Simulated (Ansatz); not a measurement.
## Moving the knobs of a GW run on Te2Mo (2H monolayer)

A base run on Te2Mo (2H monolayer), then changed inputs.

Main program and level: Ansatz 0.2.0; G0W0 on PBE, plane waves, PAW.

## (1) The starting structure

The cell holds 3 atoms: 1 Mo and 2 Te. Its edges and angles: a = 3.555 Å, b = 3.555 Å, c = 30.400 Å, α = 90.0°, β = 90.0°, γ = 120.0°. Vacuum lies along c.

The structure was relaxed with PBE. The runs that relaxed it are not among those shown. Spin-orbit coupling is left out unless a step names it. The default PAW set here is soft_1. Its files were made with PBE. The Coulomb interaction is cut off across the vacuum.

## (2) The base run: 9×9×1 mesh, 405 empty bands, screening to 66 eV

G0W0 replaces the xc potential by the self-energy, built once from these orbitals. Only a window of levels is corrected, while the sums run over the empty bands that the input names.

Input file input.yaml:

```yaml
crystal:
  lattice:
    - [3.5551949043, 0.0, 0.0]
    - [-1.7775974521, 3.0788891025, 0.0]
    - [0.0, 0.0, 30.4]
  atoms:
    - { symbol: Mo, position: [0.3333333333, 0.6666666667, 0.5] }
    - { symbol: Te, position: [0.6666666667, 0.3333333333, 0.5594649961] }
    - { symbol: Te, position: [0.6666666667, 0.3333333333, 0.4405350039] }
  periodic: [true, true, false]
kpoints:
  mp_grid: { grid: [9, 9, 1] }
hamiltonian:
  xc: pbe
  pseudopotentials: { kind: paw, azcp: { folder: "./paw" } }
scf:
  occupations: { method: fixed }
gw:
  n_empty_bands: 405
  ecut_chi: 66.0
  qp_bands: [v2, c2]
  qp_kpoints: band_edges
  screening: { model: contour_deformation }
```

Started as:

```
$ ansatz run input.yaml --threads 3 --pin off --max-ram 92160MiB --backend cuda --events-out ev --progress --plain --runs-dir out --devices 1 --max-vram 13GiB
```

Numbers of over 12 decimals in the logs are rounded to 6 here.

Log:

```text
GPUs: using 1 of 1 available (devices: 1).
Engine: ansatz 0.2.0, x86_64-unknown-linux-gnu
Pseudopotentials: kind: paw
Pseudopotential: Mo, paw, valence charge 14, recommended cutoff 420 eV (normal), <dir>
Pseudopotential: Te, paw, valence charge 16, recommended cutoff 420 eV (normal), <dir>
Functional definition: PBE
  parameter kappa = 0.804
  parameter beta = 0.066725
  exchange = pbe_x(kappa = kappa, mu = beta*pi^2/3)
  correlation = pbe_c(beta = beta)
device memory: the entry about to start is reckoned to put 1.8 GiB on a device that reports 52.7 GiB free (of which the cap on the GPU budget leaves the run 13.0 GiB)
GPU FFT provider: cuFFT
GPU libraries: cuBLAS 13.8.2, cuFFT 12.4.0, cuSOLVER 12.3.4
Crystal: 3 atoms, lattice volume = 332.760 Å³
Basis set: ecut = 420 eV, 6407 PW (Γ)
Bands: 28, of which v1, the nominal top of the filled ones, is band 23 counted from 1 (22 counted from 0)
Symmetry: 12 space group operations
Space group: P-6m2 (ITA 187), of the structure as read, at distance tolerance 6.9e-5 Å
k-points: 12 of 81 (time reversal used)
Non-local potential: Mo, projectors of the file, l = 0: 3, l = 1: 2, l = 2: 2, l = 3: 1
Non-local potential: Te, projectors of the file, l = 0: 2, l = 1: 2, l = 2: 2, l = 3: 1
PAW form: soft (Blöchl's): semilocal exchange-correlation on the pseudo side does not see the compensation charge
PAW one-centre angular grid: Mo, 590 points (default); XC on 64 Gauss nodes
PAW one-centre angular grid: Te, 590 points (default); XC on 64 Gauss nodes
Initial density: superposition of atomic densities (neutral atoms: chi_scale 0, normalization atom)
Initial wavefunctions: pseudopotential atomic-orbital guess
GPU buffer pool allocated for 124416 grid points (all kernels)
GPU transforms: local potential and band sums: pruned to the plane-wave sphere, on 24×24×216
Functional: x = pbe(κ = 0.804, μ = 0.219515), c = pbe(β = 0.066725)
SCF iter   1: F=—  HF=-18917.618155 eV  |F-HF|=—  |Δ(HF+E_count)|=         —  Δρ=2.40e-2  dr2=2.65e0  ethr=3.10e-3  ⟨swp⟩=7.3  Hψ=1737  notcnv=0  defer=34
preconditioner: auto → Resta (q_TF=auto, 1.962 Å⁻¹)  ε∞=2.3  [insulator: Δε(μ)=1.106 eV  Ē_g=7.588 eV  n_scr=18 (ndim 8)  ℏωp=8.6 eV  f_vac=0.739  ε∞_Penn≈2.3  vacuum switching on, ρ_ref=4.2e-3 e/Å³]
SCF iter   2: F=—  HF=-18917.313420 eV  |F-HF|=—  |Δ(HF+E_count)|=   3.05e-1  Δρ=1.58e-2  dr2=3.10e0  ethr=3.10e-3  ⟨swp⟩=4.0  Hψ=801  notcnv=0  defer=36
SCF iter   3: F=—  HF=-18917.021166 eV  |F-HF|=—  |Δ(HF+E_count)|=   2.92e-1  Δρ=9.53e-3  dr2=4.78e-1  ethr=3.10e-3  ⟨swp⟩=4.0  Hψ=627  notcnv=0  defer=35
SCF iter   4: F=—  HF=-18916.960223 eV  |F-HF|=—  |Δ(HF+E_count)|=   6.09e-2  Δρ=3.84e-3  dr2=5.78e-2  ethr=1.04e-3  ⟨swp⟩=2.6  Hψ=529  notcnv=0  defer=35
[...]
E_vpaw       = -954.364854  (= ΣTr[D̂ρ^β])
  E_aug_tail   = 0.000227  (compensation charges beyond the density's cutoff)
  E_ewald      = 45952.938387
  E_smearing   = -0.000000  (= −TS)
  E_closure    = 0.000000  (closes the sum)
  Σ components = -18916.956360   (vs F -18916.956360, Δ=0.00e0)
--- Band table (eV; the first three rows and the last of 12) ---
  k-point 0: bands = [... 19 lower, -6.5066, -5.7402, -5.7402, -5.3187, -1.8281 (-1.8281°), -1.8281 (-1.8281°), -1.5576, -1.5576, ... 1 higher]
  k-point 1: bands = [... 19 lower, -6.3714, -5.9543, -5.6291, -5.3420, -2.4182, -2.3878, -1.8979, -1.6920, ... 1 higher]
  k-point 2: bands = [... 19 lower, -6.4162, -6.0075, -5.8920, -5.5504, -3.2746, -2.7392, -2.5721, -1.4512, ... 1 higher]
  k-point 11: bands = [... 19 lower, -7.7804, -7.7745, -6.5917, -4.8689, -3.7915, -2.9885, -2.3715, -0.8656, ... 1 higher]
  ° read free of the cell's end (the report's vacuum.weakly_bound_levels)
--- G₀W₀: contour deformation, 7 samples at zero and on the imaginary axis and 3 off it, 81 q-points, 405 empty bands' worth ---
  eigenvalues of the whole cell's RPA ε∞ on this k-mesh (on a slab, of 1 + 4πα/V) = 1.1996, 5.2423, 5.2423; static W/v taken at q = 0 is 0.398446
  bands read: the sum over 428 bands ends inside a degenerate multiplet in 1 slot, whose members it reads at an even weight; the widest, k=0: bands 428 to 429 (counted from 1) at 1/2 each
  gw.qp_kpoints: band_edges: 11 of 12 stored k-points solved, in 1 pass; an edge of the gap read off the rows below is read off those points alone
    valence top: of the k-points left out ik 2 came nearest to being solved in a further pass, in band 23 (counted from 1, as in the quasiparticle table): it holds the edge there only if its correction is more favourable than any solved in that band by at least 0.682 eV; those differ by 0.299 eV
    conduction bottom: of the k-points left out ik 2 came nearest to being solved in a further pass, in band 24 (counted from 1, as in the quasiparticle table): it holds the edge there only if its correction is more favourable than any solved in that band by at least 0.359 eV; those differ by 0.192 eV
    ik  band        ε_KS         Σx   Σc(E_QP)       V_xc       Z   E_QP_lin       E_QP  E_QP is
     0    22     -5.7402   -19.6408     0.9975   -18.7591  0.6973    -5.6249    -5.6244  root
     0    23     -5.3187   -17.8434     0.8051   -17.0509  0.6889    -5.3062    -5.3062  root
     0    24     -1.8281   -12.5437    -3.7470   -16.7718  0.6892    -1.3300    -1.3470  root
     0    25     -1.8281   -12.5437    -3.7470   -16.7718  0.6892    -1.3300    -1.3470  root
     1    22     -5.6291   -17.3063     1.1768   -15.9778  0.7137    -5.7816    -5.7808  root
     1    23     -5.3420   -18.0488     0.8049   -17.2721  0.6884    -5.3138    -5.3137  root
     1    24     -2.4182   -12.8121    -3.6266   -16.9825  0.7092    -1.8579    -1.8744  root
     1    25     -2.3878   -12.3021    -3.7908   -16.5387  0.6789    -1.9254    -1.9422  root
[...]
11    22     -6.5917   -18.2949     1.9728   -16.1484  0.6801    -6.7673    -6.7653  root
    11    23     -4.8689   -18.2106     0.2211   -18.1092  0.6886    -4.7495    -4.7491  root
    11    24     -3.7915   -15.3758    -3.5637   -19.5789  0.6837    -3.1333    -3.1521  root
    11    25     -2.9885   -12.8840    -3.7223   -17.1974  0.7067    -2.3800    -2.3974  root
[key lines of the parts left out:]
SCF converged after 10 iterations
Free energy (F): -18916.956360 eV
Fermi energy:    -4.868881 eV
```

It took 81 s on 1 × NVIDIA H100 80GB HBM3 (shared by 6 runs) with 3 threads of AMD EPYC 7R13 (Zen 3), shared host; peak memory 2.2 GiB.

In the SCF lines HF is the Harris–Foulkes energy and dr2 the Hartree energy of the density residual, in eV; the loop may stop once dr2 is under the threshold and the program's other checks hold. Hψ counts applications of the Hamiltonian.

Numbers from this step:

| Item | Value |
| --- | --- |
| bands summed | 428 |
| plane waves in the screening matrix | 419 |
| q-points in the mesh | 81 |
| G0W0 gap on the mesh | 1.597 eV |
| k of the valence top | 0.3333, 0.3333, 0 |
| k of the conduction bottom | 0.3333, 0.3333, 0 |
| starting gap on the mesh | 1.077 eV |
| Z at the valence top | 0.6886 |
| Z at the conduction bottom | 0.6837 |
| least direct G0W0 gap on the computed points | 1.597 eV |

The gap on the mesh goes from 1.08 eV to 1.60 eV, a correction of +0.52 eV. Between the two edge states, bare exchange in place of the xc potential would open the gap by 4.30 eV, and correlation takes back 3.78 eV.

## (3) Variant: frequency model

Changes to input.yaml since step 2:

```diff
@@ -22,2 +22,2 @@
   qp_kpoints: band_edges
-  screening: { model: contour_deformation }
+  screening: { model: godby_needs }
```

Log:

```text
GPUs: using 1 of 1 available (devices: 1).
[...]
GPU FFT provider: cuFFT
GPU libraries: cuBLAS 13.8.2, cuFFT 12.4.0, cuSOLVER 12.3.4
Crystal: 3 atoms, lattice volume = 332.760 Å³
Basis set: ecut = 420 eV, 6407 PW (Γ)
Bands: 28, of which v1, the nominal top of the filled ones, is band 23 counted from 1 (22 counted from 0)
Symmetry: 12 space group operations
[...]
k-points: 12 of 81 (time reversal used)
[...]
GPU buffer pool allocated for 124416 grid points (all kernels)
[...]
SCF iter   1: F=—  HF=-18917.618155 eV  |F-HF|=—  |Δ(HF+E_count)|=         —  Δρ=2.40e-2  dr2=2.65e0  ethr=3.10e-3  ⟨swp⟩=7.3  Hψ=1737  notcnv=0  defer=34
[...]
SCF iter  10: F=-18916.956360 eV  HF=-18916.956360 eV  |F-HF|=3.16e-9  |Δ(HF+E_count)|=   4.59e-8  Δρ=1.14e-6  dr2=5.52e-9  ethr=2.17e-10  ⟨swp⟩=3.0  Hψ=707  notcnv=0
SCF 1 converged in 10 iterations: F = -18916.956360 eV  dr2 = 5.52e-9
[...]
NSCF: frozen V_eff on 12 k-points, pencils in batches of 32, up to order 112
[...]
NSCF: frozen V_eff on 12 k-points
G₀W₀ screening: q 1/12
[... further progress lines ...]
[...]
SCF converged after 10 iterations
Free energy (F): -18916.956360 eV
[...]
Internal energy: -18916.956360 eV  (E = F + TS)
E sigma→0 (E₀):  -18916.956360 eV
Fermi energy:    -4.868881 eV
[...]
--- Band table (eV; the first three rows and the last of 12) ---
  k-point 0: bands = [... 19 lower, -6.5066, -5.7402, -5.7402, -5.3187, -1.8281 (-1.8281°), -1.8281 (-1.8281°), -1.5576, -1.5576, ... 1 higher]
  k-point 1: bands = [... 19 lower, -6.3714, -5.9543, -5.6291, -5.3420, -2.4182, -2.3878, -1.8979, -1.6920, ... 1 higher]
  k-point 2: bands = [... 19 lower, -6.4162, -6.0075, -5.8920, -5.5504, -3.2746, -2.7392, -2.5721, -1.4512, ... 1 higher]
  k-point 11: bands = [... 19 lower, -7.7804, -7.7745, -6.5917, -4.8689, -3.7915, -2.9885, -2.3715, -0.8656, ... 1 higher]
  ° read free of the cell's end (the report's vacuum.weakly_bound_levels)
--- G₀W₀: ω_p = 32.3445 eV, 81 q-points, 405 empty bands' worth ---
[...]
GN-PPA: 7643954/13331239 pairs with Re ω̃² < 0 across q-mesh
[...]
0    22     -5.7402   -19.6408     0.9570   -18.7591  0.7692    -5.6650    -5.6649  root
     0    23     -5.3187   -17.8434     0.7358   -17.0509  0.7691    -5.3754    -5.3754  root
     0    24     -1.8281   -12.5437    -3.6334   -16.7718  0.7801    -1.2306    -1.2334  root
     0    25     -1.8281   -12.5437    -3.6334   -16.7718  0.7801    -1.2306    -1.2334  root
     1    22     -5.6291   -17.3063     1.1110   -15.9778  0.7803    -5.8470    -5.8466  root
     1    23     -5.3420   -18.0488     0.7383   -17.2721  0.7673    -5.3803    -5.3803  root
     1    24     -2.4182   -12.8121    -3.5507   -16.9825  0.7816    -1.7954    -1.7985  root
     1    25     -2.3878   -12.3021    -3.6640   -16.5387  0.7796    -1.8125    -1.8153  root
[...]
11    22     -6.5917   -18.2949     1.8653   -16.1484  0.7708    -6.8740    -6.8728  root
    11    23     -4.8689   -18.2106     0.1792   -18.1092  0.7659    -4.7911    -4.7910  root
    11    24     -3.7915   -15.3758    -3.4708   -19.5789  0.7639    -3.0551    -3.0592  root
    11    25     -2.9885   -12.8840    -3.6754   -17.1974  0.7770    -2.3473    -2.3505  root
```

Elapsed: 2.4 min, on 1 × NVIDIA H100 80GB HBM3 (shared by 6 runs) with 3 threads; peak memory 3.1 GiB; 2.8 min of CPU time.

The G0W0 gap on the mesh is 1.732 eV.

Against the base:

```
        setting                 base       variant
frequency model  contour deformation  plasmon pole
```

```
                                    quantity  variant   base
                    starting gap on the mesh    1.077  1.077
                        G0W0 gap on the mesh    1.732  1.597
least direct G0W0 gap on the computed points    1.732  1.597
                        Z at the valence top    0.766  0.689
                  Z at the conduction bottom    0.764  0.684
```

## (4) Outcome

| Quantity | Value |
| --- | --- |
| base | 1.60 eV, 81 s |
| frequency model | 1.73 eV, 2.4 min |

Frequency model: the gap moves by +0.13 eV. All runs here use a coarse mesh and modest cutoffs; they test settings and are not final values. The mesh in the plane is coarse for a sheet; gap and any exciton binding can still move on denser ones. The many-body steps are scalar-relativistic: spin-orbit coupling is not in them.

[Paths, hosts, dates, memory and timing lines, banners, echoed tables and standing remarks are left out of the program output.]

[Logs are printed without paths, hosts, clocks, repeated set-up lines and the standing remarks that a program may print on its own settings, such as how far it seeks lower states.]

[Runs of the session that timed out or met a known fault of the program may be left out.]

[Cells called generated may have been cut or substituted from an entry of the Crystallography Open Database or the Materials Project.]

[Hosts, paths, dates, database ids (printed as entryN), source tags and the programs' standing remarks are cut or masked in the printed files.]
